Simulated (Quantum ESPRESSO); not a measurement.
# SiO2 (I4/mmm) in Quantum ESPRESSO: reference runs

Aim: a first look at SiO2 with PBE, on the cell as given and on a disturbed one, then over a range of volumes.

Program: Quantum ESPRESSO 7.5. These are calculated values, not measurements. Logs are shortened: lines on timing, memory, paths and dates and some standing lists are left out, and cuts for length are marked.

### Step 1. Starting point

It takes space group I4/mmm (No. 139, tetragonal). Conventional cell: a = 8.944 Å, b = 8.944 Å, c = 5.224 Å, α = 90.00°, β = 90.00°, γ = 90.00°. Around Si (site symmetry m2m) lie 4 O at 1.60 to 1.61 Å. Around O (site symmetry m2m) lie 2 Si at 1.61 Å. O (site symmetry 2/m) is surrounded by 2 Si at 1.60 Å.

The cell comes from a database or a generator and needn't be the stable form of this composition.

### Step 2. Single point, PBE

pw.in reads:

```
&CONTROL
  calculation = 'scf'
  prefix = 'pwscf'
  outdir = './tmp'
  pseudo_dir = './pseudo'
  tprnfor = .true.
  tstress = .true.
  disk_io = 'nowf'
/
&SYSTEM
  ibrav = 0
  nat = 12
  ntyp = 2
  ecutwfc = 55
  ecutrho = 440
  nbnd = 43
  occupations = 'smearing'
  smearing = 'fd'
  degauss = 0.00367493
/
&ELECTRONS
  conv_thr = 2.4d-09
  electron_maxstep = 120
  mixing_beta = 0.5
/
ATOMIC_SPECIES
Si    28.0850 Si.pbe-n-rrkjus_psl.1.0.0.UPF
O     15.9990 O.pbe-n-kjpaw_psl.0.1.UPF
CELL_PARAMETERS angstrom
  -4.4720405200    4.4720405200    2.6117703500
   4.4720405200   -4.4720405200    2.6117703500
   4.4720405200    4.4720405200   -2.6117703500
ATOMIC_POSITIONS crystal
Si     0.8231114200    0.8231114200    0.6462228400
Si     0.1768885800    0.8231114200    0.0000000000
Si     0.8231114200    0.1768885800    0.0000000000
Si     0.1768885800    0.1768885800    0.3537771600
O      0.0000000000    0.7914513400    0.7914513400
O      0.2085486600    0.0000000000    0.2085486600
O      0.7914513400    0.0000000000    0.7914513400
O      0.0000000000    0.2085486600    0.2085486600
O      0.0000000000    0.0000000000    0.5000000000
O      0.5000000000    0.0000000000    0.0000000000
O      0.0000000000    0.5000000000    0.0000000000
O      0.5000000000    0.5000000000    0.5000000000
K_POINTS automatic
6 6 6 0 0 0
```

Potentials or basis: SSSP 1.3 efficiency PBE.

Started as:

```
> OMP_NUM_THREADS=1 mpirun -n 2 pw.x -nk 2 -in pw.in > pw.out
```

pw.out:

```text
This program is part of the open-source Quantum ESPRESSO suite
     for quantum simulation of materials; please cite
         "P. Giannozzi et al., J. Phys.:Condens. Matter 21 395502 (2009);
         "P. Giannozzi et al., J. Phys.:Condens. Matter 29 465901 (2017);
         "P. Giannozzi et al., J. Chem. Phys. 152 154105 (2020);
     in publications or presentations arising from this work. More details at

     file O.pbe-n-kjpaw_psl.0.1.UPF: wavefunction(s)  2P renormalized
     Message from routine setup:
     using ibrav=0 with symmetry is DISCOURAGED, use correct ibrav instead

     K-points division:     npool     =       2
     Subspace diagonalization in iterative solution of the eigenvalue problem:
     a serial algorithm will be used

     G-vector sticks info
     --------------------
     sticks:   dense  smooth     PW     G-vecs:    dense   smooth      PW
     Sum        4135    2071    623               219837    77707   13229

     Using Slab Decomposition

     bravais-lattice index     =            0
     lattice parameter (alat)  =      12.9304  a.u.
     unit-cell volume          =    1409.9478 (a.u.)^3
     number of atoms/cell      =           12
     number of atomic types    =            2
     number of electrons       =        64.00
     number of Kohn-Sham states=           43
     kinetic-energy cutoff     =      55.0000  Ry
     charge density cutoff     =     440.0000  Ry
     scf convergence threshold =      2.4E-09
     mixing beta               =       0.5000
     number of iterations used =            8  plain     mixing
     Exchange-correlation= SLA  PW   PBX  PBC
                           (   1   4   3   4   0   0   0)

     celldm(1)=  12.930428  celldm(2)=   0.000000  celldm(3)=   0.000000
     celldm(4)=   0.000000  celldm(5)=   0.000000  celldm(6)=   0.000000

     crystal axes: (cart. coord. in units of alat)
               a(1) = (  -0.653569   0.653569   0.381699 )
               a(2) = (   0.653569  -0.653569   0.381699 )
               a(3) = (   0.653569   0.653569  -0.381699 )

     reciprocal axes: (cart. coord. in units 2 pi/alat)
               b(1) = ( -0.000000  0.765030  1.309933 )
               b(2) = (  0.765030 -0.000000  1.309933 )
               b(3) = (  0.765030  0.765030  0.000000 )

     PseudoPot. # 1 for Si read from file:
     Si.pbe-n-rrkjus_psl.1.0.0.UPF
     Pseudo is Ultrasoft + core correction, Zval =  4.0
     Generated using "atomic" code by A. Dal Corso  v.5.1
     Using radial grid of 1141 points,  6 beta functions with:
                l(1) =   0
                l(2) =   0
                l(3) =   1
                l(4) =   1
                l(5) =   2
                l(6) =   2
     Q(r) pseudized with 0 coefficients

     PseudoPot. # 2 for O  read from file:
     O.pbe-n-kjpaw_psl.0.1.UPF
     Pseudo is Projector augmented-wave + core cor, Zval =  6.0
     Generated using "atomic" code by A. Dal Corso  v.5.0.99 svn rev. 10869
     Shape of augmentation charge: BESSEL
     Using radial grid of 1095 points,  4 beta functions with:
                l(1) =   0
                l(2) =   0
                l(3) =   1
                l(4) =   1
     Q(r) pseudized with 0 coefficients

     atomic species   valence    mass     pseudopotential
     Si                4.00    28.08500     Si( 1.00)
     O                 6.00    15.99900     O ( 1.00)

     16 Sym. Ops., with inversion, found

   Cartesian axes

     site n.     atom                  positions (alat units)
         1        Si     tau(   1) = (   0.4223515   0.4223515   0.3816990  )
         2        Si     tau(   2) = (   0.4223515  -0.4223515   0.3816990  )
         3        Si     tau(   3) = (  -0.4223515   0.4223515   0.3816990  )
         4        Si     tau(   4) = (   0.2312179   0.2312179  -0.0000000  )
         5        O      tau(   5) = (   1.0345367  -0.0000000  -0.0000000  )
         6        O      tau(   6) = (   0.0000000   0.2726020  -0.0000000  )
         7        O      tau(   7) = (  -0.0000000   1.0345367  -0.0000000  )
         8        O      tau(   8) = (   0.2726020   0.0000000  -0.0000000  )
         9        O      tau(   9) = (   0.3267847   0.3267847  -0.1908495  )
        10        O      tau(  10) = (  -0.3267847   0.3267847   0.1908495  )
        11        O      tau(  11) = (   0.3267847  -0.3267847   0.1908495  )
        12        O      tau(  12) = (   0.3267847   0.3267847   0.1908495  )

     number of k points=    30  Fermi-Dirac smearing, width (Ry)=  0.0037
                       cart. coord. in units 2pi/alat
        k(    1) = (   0.0000000   0.0000000   0.0000000), wk =   0.0092593
        k(    2) = (   0.1275050   0.1275050   0.0000000), wk =   0.0370370
        k(    3) = (   0.2550099   0.2550099   0.0000000), wk =   0.0370370
        k(    4) = (  -0.3825149  -0.3825149   0.0000000), wk =   0.0185185
        k(    5) = (   0.1275050  -0.0000000   0.2183221), wk =   0.0740741
        k(    6) = (   0.2550099   0.1275050   0.2183221), wk =   0.1481481
[... 22 lines left out ...]
        k(   29) = (  -0.6375248  -0.1275050  -0.0000000), wk =   0.0370370
        k(   30) = (  -0.7650297  -0.7650297  -1.3099329), wk =   0.0092593

     Dense  grid:   219837 G-vectors     FFT dimensions: (  90,  90,  90)

     Smooth grid:    77707 G-vectors     FFT dimensions: (  64,  64,  64)

     Initial potential from superposition of free atoms

     starting charge      63.9978, renormalised to      64.0000
     Starting wfcs are   48 randomized atomic wfcs
     Checking if some PAW data can be deallocated...

     Self-consistent Calculation

     iteration #  1     ecut=    55.00 Ry     beta= 0.50
     Davidson diagonalization with overlap
     ethr =  1.00E-02,  avg # of iterations =  4.0

     total energy              =    -379.25996662 Ry
     estimated scf accuracy    <       3.26366759 Ry

     iteration #  2     ecut=    55.00 Ry     beta= 0.50
     Davidson diagonalization with overlap
     ethr =  5.10E-03,  avg # of iterations =  2.1

     total energy              =    -380.27560584 Ry
     estimated scf accuracy    <       0.29637157 Ry

     iteration #  3     ecut=    55.00 Ry     beta= 0.50
     Davidson diagonalization with overlap
     ethr =  4.63E-04,  avg # of iterations =  8.0

     total energy              =    -380.29168202 Ry
     estimated scf accuracy    <       0.03953261 Ry

     iteration #  4     ecut=    55.00 Ry     beta= 0.50
     Davidson diagonalization with overlap
     ethr =  6.18E-05,  avg # of iterations =  5.2

     total energy              =    -380.29942328 Ry
     estimated scf accuracy    <       0.01995948 Ry

     iteration #  5     ecut=    55.00 Ry     beta= 0.50
     Davidson diagonalization with overlap
     ethr =  3.12E-05,  avg # of iterations =  2.5
[... 29 lines left out ...]
     total energy              =    -380.30054968 Ry
     estimated scf accuracy    <       0.00000126 Ry

     iteration # 10     ecut=    55.00 Ry     beta= 0.50
     Davidson diagonalization with overlap
     ethr =  1.97E-09,  avg # of iterations =  2.0

     total energy              =    -380.30054984 Ry
     estimated scf accuracy    <       0.00000006 Ry

     iteration # 11     ecut=    55.00 Ry     beta= 0.50
     Davidson diagonalization with overlap
     ethr =  8.77E-11,  avg # of iterations =  3.1

     total energy              =    -380.30054986 Ry
     estimated scf accuracy    <          2.7E-09 Ry

     iteration # 12     ecut=    55.00 Ry     beta= 0.50
     Davidson diagonalization with overlap
     ethr =  4.17E-12,  avg # of iterations =  2.0

     End of self-consistent calculation

          k = 0.0000 0.0000 0.0000 (  9695 PWs)   bands (ev):

   -19.4997 -18.6390 -18.0941 -18.0941 -17.5016 -17.4678 -17.4678 -17.4492
    -8.9995  -8.9995  -7.4445  -6.0107  -5.8276  -5.8276  -5.4910  -5.4472
    -3.3434  -2.7920  -2.7920  -2.6319  -2.1301  -2.0775  -2.0775  -1.9815
    -1.9815  -1.4237  -1.3872  -1.3872  -0.8373  -0.6859  -0.0334  -0.0257
     5.4231   8.3157   8.5898   8.8660   9.1865   9.5359   9.5359  10.2653
    10.2653  10.3076  11.2236

          k = 0.1275 0.1275 0.0000 (  9738 PWs)   bands (ev):

   -19.4649 -18.7445 -18.0921 -18.0247 -17.4939 -17.4679 -17.4679 -17.4520
    -9.0997  -8.9906  -7.2854  -5.9783  -5.8717  -5.8141  -5.5282  -5.4823
    -3.3361  -2.7532  -2.7520  -2.6179  -2.1900  -2.1561  -2.1212  -2.0785
    -1.9295  -1.4937  -1.4098  -1.2762  -0.6915  -0.6356  -0.0981  -0.0676
     5.5905   8.1570   8.5423   8.9454   9.0988   9.5644   9.6449  10.0993
    10.1705  10.3050  11.0195

          k = 0.2550 0.2550 0.0000 (  9744 PWs)   bands (ev):

   -19.3673 -18.9448 -18.0879 -17.9273 -17.4757 -17.4680 -17.4679 -17.4576
    -9.2660  -8.9726  -6.9706  -5.9897  -5.8885  -5.7744  -5.6278  -5.5649
    -3.3114  -2.6603  -2.6443  -2.5812  -2.3368  -2.2642  -2.2480  -2.2252
    -1.8714  -1.6141  -1.4564  -0.9879  -0.5079  -0.4804  -0.2919  -0.1629
     6.0507   7.5345   8.6082   8.9620   9.2488   9.6749   9.7866   9.8401
    10.0197  10.3861  10.5132

          k =-0.3825-0.3825 0.0000 (  9716 PWs)   bands (ev):

   -19.2717 -19.0816 -18.0858 -17.8901 -17.4680 -17.4679 -17.4652 -17.4604
    -9.3379  -8.9634  -6.7932  -6.0795  -5.7751  -5.7459  -5.7354  -5.6252
    -3.2927  -2.5693  -2.5541  -2.5446  -2.4768  -2.3620  -2.2943  -2.2926
    -1.8508  -1.6517  -1.4807  -0.7722  -0.4733  -0.3956  -0.3924  -0.2591
     6.5753   6.9244   8.6620   8.8963   9.5223   9.6745   9.7486   9.9391
     9.9561  10.1649  10.4277
[... 210 lines left out ...]
   -19.2437 -19.0048 -18.4690 -17.5836 -17.4764 -17.4718 -17.4616 -17.4595
    -9.8400  -8.2854  -6.7756  -6.2946  -5.8395  -5.8204  -5.6899  -5.5022
    -3.3331  -2.8726  -2.6753  -2.5587  -2.3809  -2.3436  -2.3236  -1.9373
    -1.7453  -1.6528  -1.5138  -1.0593  -0.6963  -0.2990  -0.2169  -0.0226
     6.5844   7.8933   7.9138   8.7043   8.8823   8.9429   9.4672   9.7916
     9.8468  10.4342  10.5902

          k =-0.6375-0.1275-0.0000 (  9716 PWs)   bands (ev):

   -19.1479 -19.0798 -18.5435 -17.5255 -17.4777 -17.4707 -17.4583 -17.4583
    -9.9430  -8.1380  -6.6464  -6.4423  -5.8869  -5.7578  -5.7505  -5.4807
    -3.3365  -2.9359  -2.6994  -2.5478  -2.3630  -2.3568  -2.3282  -1.9058
    -1.7675  -1.5865  -1.5453  -0.9890  -0.8771  -0.2397  -0.0917  -0.0557
     7.0753   7.3124   8.2006   8.4520   8.7288   8.8564   9.3463   9.8121
     9.8603  10.4294  10.5917

          k =-0.7650-0.7650-1.3099 (  9732 PWs)   bands (ev):

   -19.0792 -19.0792 -18.6693 -17.4792 -17.4722 -17.4579 -17.4579 -17.4568
   -10.0526  -7.9212  -6.5812  -6.5812  -5.9542  -5.7520  -5.7520  -5.4486
    -3.3532  -3.0146  -2.7047  -2.5449  -2.3794  -2.3794  -2.2883  -1.8095
    -1.8095  -1.5852  -1.4533  -1.0312  -1.0312  -0.1879  -0.0199  -0.0199
     7.5878   7.6497   7.6497   7.9718   8.6926   8.6926   9.2105   9.8668
     9.8668  10.4172  10.6358

     the Fermi energy is     3.7927 ev

!    total energy              =    -380.30054986 Ry
     estimated scf accuracy    <          4.3E-11 Ry
     smearing contrib. (-TS)   =      -0.00000000 Ry
     internal energy E=F+TS    =    -380.30054986 Ry

     The total energy is F=E-TS. E is the sum of the following terms:
     one-electron contribution =    -250.91661716 Ry
     hartree contribution      =     154.10909685 Ry
     xc contribution           =     -85.99705666 Ry
     ewald contribution        =    -121.55407972 Ry
     one-center paw contrib.   =     -75.94189317 Ry

     convergence has been achieved in  12 iterations

     Forces acting on atoms (cartesian axes, Ry/au):

     atom    1 type  1   force =     0.00103726    0.00103726   -0.00000000
     atom    2 type  1   force =     0.00103726   -0.00103726   -0.00000000
     atom    3 type  1   force =    -0.00103726    0.00103726   -0.00000000
     atom    4 type  1   force =    -0.00103726   -0.00103726    0.00000000
     atom    5 type  2   force =    -0.00892861    0.00000000   -0.00000000
     atom    6 type  2   force =     0.00000000    0.00892861   -0.00000000
     atom    7 type  2   force =    -0.00000000   -0.00892861   -0.00000000
     atom    8 type  2   force =     0.00892861   -0.00000000    0.00000000
     atom    9 type  2   force =     0.00000000    0.00000000    0.00000000
     atom   10 type  2   force =    -0.00000000   -0.00000000    0.00000000
     atom   11 type  2   force =    -0.00000000   -0.00000000    0.00000000
     atom   12 type  2   force =     0.00000000    0.00000000    0.00000000

     Total force =     0.018097     Total SCF correction =     0.000007

     Computing stress (Cartesian axis) and pressure

          total   stress  (Ry/bohr**3)                   (kbar)     P=       39.96
   0.00026635  -0.00000000   0.00000000           39.18       -0.00        0.00
   0.00000000   0.00026635  -0.00000000            0.00       39.18       -0.00
  -0.00000000  -0.00000000   0.00028220           -0.00       -0.00       41.51

=------------------------------------------------------------------------------=
   JOB DONE.
=------------------------------------------------------------------------------=
```

Run time: 3.4 min. Hardware: 2 MPI ranks of Arm Neoverse V1, shared host; peak memory 1.2 GiB.

What came out:

- Free energy: -5174.2526 eV
- Pressure: 4.0 GPa
- Largest force: 0.230 eV/Å
- Band gap on the k mesh: 5.44 eV, indirect (least direct gap 5.45 eV)

Forces in eV/Å, atoms in the order of the input:
```
Si   0.027  0.027  0.000
Si   0.027 -0.027  0.000
Si  -0.027  0.027  0.000
Si  -0.027 -0.027  0.000
O   -0.230  0.000  0.000
O    0.000  0.230  0.000
O    0.000 -0.230  0.000
O    0.230  0.000  0.000
O    0.000  0.000  0.000
O    0.000  0.000  0.000
O    0.000  0.000  0.000
O    0.000  0.000  0.000
```

(Continued in part 2 of 2.)
